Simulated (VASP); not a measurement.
# NaH (Fm-3m) in VASP: notebook, part 2 of 2

VASP 6.6.1.

### 4 Single point, PBE

Input file INCAR:

```
SYSTEM = NaH
PREC = Accurate
ENCUT = 700
EDIFF = 1E-6
ISMEAR = 0
SIGMA = 0.05
LREAL = .False.
LASPH = .True.
NELM = 100
ALGO = Normal
ISIF = 2
LWAVE = .False.
LCHARG = .False.
GGA = PE
NBANDS = 11
ADDGRID = .False.
```

Input file KPOINTS:

```
Automatic mesh
0
Gamma
  4 4 4
  0 0 0
```

Input file POSCAR:

```
NaH
1.0
    0.0000000000      2.4400000000      2.4400000000
    2.4400000000      0.0000000000      2.4400000000
    2.4400000000      2.4400000000      0.0000000000
Na H
1 1
Direct
   -0.0187210000      0.0228060000      0.0160610000
    0.4668300000      0.5164870000      0.5214060000
```

Potentials or basis: VASP PAW PBE potentials, release 64 (Na_pv, H).

Run with:

```bash
> cat potpaw_PBE.64/Na_pv/POTCAR potpaw_PBE.64/H/POTCAR > POTCAR
> mpirun -np 1 vasp_std > vasp.out
```

OUTCAR:

```text
SYSTEM = NaH
   PREC = Accurate
   ENCUT = 700
   EDIFF = 1E-6
   ISMEAR = 0
   LREAL = .False.
   LASPH = .True.
   NELM = 100
   ISIF = 2
   GGA = PE

 Found     36 irreducible k-points:

 Following reciprocal coordinates:
            Coordinates               Weight
  0.000000  0.000000  0.000000      1.000000
  0.250000  0.000000  0.000000      2.000000
  0.000000  0.250000  0.000000      2.000000
  0.000000  0.000000  0.250000      2.000000
  0.250000  0.250000  0.250000      2.000000
  0.500000  0.000000  0.000000      1.000000
   k-points           NKPTS =     36   k-points in BZ     NKDIM =     36   number of bands    NBANDS=     11
   number of dos      NEDOS =    301   number of ions     NIONS =      2
   total plane-waves  NPLWV =  27000
   dimension x,y,z NGX =    30 NGY =   30 NGZ =   30
   dimension x,y,z NGXF=    60 NGYF=   60 NGZF=   60
   ions per type =               1   1
   NGX,Y,Z   is equivalent  to a cutoff of  14.45, 14.45, 14.45 a.u.
   NGXF,Y,Z  is equivalent  to a cutoff of  28.91, 28.91, 28.91 a.u.
 SYSTEM =  NaH
   PREC   = accura    normal or accurate (medium, high low for compatibility)
   ISTART =      0    job   : 0-new  1-cont  2-samecut
   ICHARG =      2    charge: 1-file 2-atom 10-const
   ISPIN  =      1    spin polarized calculation?
   LNONCOLLINEAR =      F non collinear calculations
   LSORBIT =      F    spin-orbit coupling
   LASPH  =      T    aspherical Exc in radial PAW
   ENCUT  =  700.0 eV  51.45 Ry    7.17 a.u.   7.44  7.44  7.44*2*pi/ulx,y,z
   NELM   =    100;   NELMIN=  2; NELMDL= -5     # of ELM steps
   EDIFF  = 0.1E-05   stopping-criterion for ELM
   LREAL  =      F    real-space projection
   EDIFFG = 0.1E-04   stopping-criterion for IOM
   NSW    =      0    number of steps for IOM
   IBRION =     -1    ionic relax: 0-MD 1-quasi-New 2-CG
   NFREE  =      0    steps in history (QN), initial steepest desc. (CG)
   ISIF   =      2    stress and relaxation
   ISYM   =      2    0-nonsym 1-usesym 2-fastsym
   POTIM  = 0.5000    time-step for ionic-motion
   TEBEG  =    0.0;   TEEND  =   0.0 temperature during run
   PSTRESS=    0.0 pullay stress
   NELECT =       8.0000    total number of electrons
   NUPDOWN=      -1.0000    fix difference up-down
   EMIN   =  10.00;   EMAX   =-10.00  energy-range for DOS
   EFERMI =   0.00;   METHOD = LEGACY
   ISMEAR =     0;   SIGMA  =   0.05  broadening in eV -4-tet -1-fermi 0-gaus
   EFERMI_NEDOS =   21; number of points for ismear=-14 and -15
   IALGO  =     38    algorithm
   IMIX   =      4    mixing-type and parameters
     AMIX     =   0.40;   BMIX     =  1.00
     AMIX_MAG =   1.60;   BMIX_MAG =  1.00
  volume/ion in A,a.u.               =      14.53        98.03
  Fermi-wavevector in a.u.,A,eV,Ry     =   1.065054  2.012660 15.433636  1.134340
  Thomas-Fermi vector in A             =   2.200593
   LORBIT       =      0    0 simple, 1 ext, 2 COOP (PROOUT), +10 PAW based schemes
   GGA     = PE    functional components
   LHFCALC =     F    Hartree Fock is set to
   AEXX    =    0.0000 exact exchange contribution
   IVDW    =     0    specifies the selected vdW correction
   LEPSILON=     F    determine dielectric tensor
   LRPA    =     F    only Hartree local field effects (RPA)
 non-spin polarized calculation
 Gauss-broadening in eV      SIGMA  =   0.05
  energy-cutoff  :      700.00
  volume of cell :       29.05
 maximum number of plane-waves:      1243
 NGX is ok and might be reduce to    30
   NGX = 15   NGY = 15   NGZ = 15

 number of electron       7.9999999 magnetization

 Free energy of the ion-electron system (eV)
  ---------------------------------------------------
  ext. energy  EPLUGINS =         0.00000000
  ---------------------------------------------------
  free energy    TOTEN  =        -5.08508915 eV

  energy without entropy =       -5.08508915  energy(sigma->0) =       -5.08508915

 E-fermi :  -0.9427     XC(G=0):  -7.6717

 val. band max:       -1.2062823525   @ k =   0.2500  -0.2500   0.5000
 cond. band min:       2.5056320662   @ k =   0.5000   0.5000   0.5000
 fundamental gap:      3.7119144187
 Fermi energy:        -0.9426640857

 k-point     1 :       0.0000    0.0000    0.0000
  band No.  band energies     occupation
      1     -23.3593      2.00000
      2     -23.3592      2.00000
      3     -23.3589      2.00000
      4      -4.7410      2.00000
      5       8.9503      0.00000
      6      14.1668      0.00000
      7      14.1676      0.00000
      8      14.1815      0.00000
      9      14.9708      0.00000
     10      14.9825      0.00000
     11      14.9911      0.00000

 k-point     2 :       0.2500    0.0000    0.0000
  band No.  band energies     occupation
      1     -23.4018      2.00000
      2     -23.3644      2.00000
      3     -23.3641      2.00000
      4      -3.7350      2.00000
      5       5.8797      0.00000
      6      10.1214      0.00000
      7      12.5904      0.00000
      8      12.5949      0.00000
      9      15.9428      0.00000
     10      15.9449      0.00000
     11      17.2547      0.00000

 k-point     3 :       0.0000    0.2500    0.0000
  band No.  band energies     occupation
      1     -23.4016      2.00000
      2     -23.3644      2.00000
      3     -23.3642      2.00000
      4      -3.7350      2.00000
      5       5.8805      0.00000
      6      10.1185      0.00000
      7      12.5908      0.00000
      8      12.5990      0.00000
      9      15.9416      0.00000
     10      15.9434      0.00000
     11      17.2527      0.00000

 k-point     4 :       0.0000    0.0000    0.2500
  band No.  band energies     occupation
      1     -23.4016      2.00000
      2     -23.3644      2.00000
      3     -23.3643      2.00000
      4      -3.7350      2.00000
      5       5.8806      0.00000
      6      10.1183      0.00000
      7      12.5909      0.00000
      8      12.5993      0.00000
      9      15.9415      0.00000
     10      15.9433      0.00000
     11      17.2525      0.00000

 k-point     5 :       0.2500    0.2500    0.2500
  band No.  band energies     occupation
      1     -23.4018      2.00000
      2     -23.3644      2.00000
      3     -23.3641      2.00000
      4      -3.7350      2.00000
      5       5.8795      0.00000
      6      10.1220      0.00000
      7      12.5902      0.00000
      8      12.5944      0.00000
      9      15.9431      0.00000
     10      15.9451      0.00000
     11      17.2551      0.00000

 k-point     6 :       0.5000    0.0000    0.0000
  band No.  band energies     occupation
      1     -23.4436      2.00000
      2     -23.3696      2.00000
      3     -23.3692      2.00000
      4      -2.0473      2.00000
      5       2.5058      0.00000
      6       9.3752      0.00000
      7      11.9986      0.00000
      8      12.0035      0.00000
      9      14.8533      0.00000
     10      14.8546      0.00000
     11      17.3315      0.00000

 [... further k-points ...]

------------------------ aborting loop because EDIFF is reached ----------------------------------------

  FORCE on cell =-STRESS in cart. coord.  units (eV):
  Direction    XX          YY          ZZ          XY          YZ          ZX
  --------------------------------------------------------------------------------------
  -------------------------------------------------------------------------------------
  Total       -0.1171109     -0.1144686     -0.1032220     -0.0000098     -0.0011649     -0.0001586
  in kB       -6.4581532     -6.3124448     -5.6922437     -0.0005413     -0.0642415     -0.0087436
  external PRESSURE =      -6.1542805 kB  Pullay stress =       0.0000000 kB

 VOLUME and BASIS-vectors are now :
 -----------------------------------------------------------------------------
  energy-cutoff  :      700.00
  volume of cell :       29.05
      direct lattice vectors                 reciprocal lattice vectors
     0.000000000  2.440000000  2.440000000    -0.204918033  0.204918033  0.204918033
     2.440000000  0.000000000  2.440000000     0.204918033 -0.204918033  0.204918033
     2.440000000  2.440000000  0.000000000     0.204918033  0.204918033 -0.204918033

 POSITION                                       TOTAL-FORCE (eV/Angst)
 -----------------------------------------------------------------------------------
      0.09484      2.43351      2.44997        -0.001663     -0.017143     -0.039341
      2.53246      2.41130      2.39929         0.001663      0.017143      0.039341
 -----------------------------------------------------------------------------------
    total drift:                                0.000312     -0.000187      0.000248

  FREE ENERGIE OF THE ION-ELECTRON SYSTEM (eV)
  ---------------------------------------------------
  free  energy   TOTEN  =        -5.0850891484 eV

  energy  without entropy=       -5.0850891484  energy(sigma->0) =       -5.08508915
```

Run time: 14 s. Hardware: 1 thread of Intel Xeon Platinum 8259CL at 2.50GHz (Skylake/Cascade Lake), shared host; peak memory 0.16 GiB.

The run converged, but some of its settings lie outside the range that counts as converged, so its numbers aren't taken as properties of the crystal.

What came out:

- Free energy: -5.0851 eV
- Pressure: -0.6 GPa
- Largest force: 0.043 eV/Å
- Band gap on the k mesh: 3.71 eV, indirect (least direct gap 4.55 eV)

Caveat: the k mesh is coarse (spacing up to 0.56 Å⁻¹), so the values aren't converged.

### 5 The reference run

An earlier run on the cell as given: functional PBE; potentials or basis VASP PAW PBE potentials, release 64 (Na_pv, H); cutoff 520 eV; k mesh 9 × 9 × 9; occupations fermi-dirac, width 0.05 eV; no spin polarisation.

* Pressure: -0.7 GPa
* Band gap on the k mesh: 4.01 eV, indirect (least direct gap 4.70 eV)
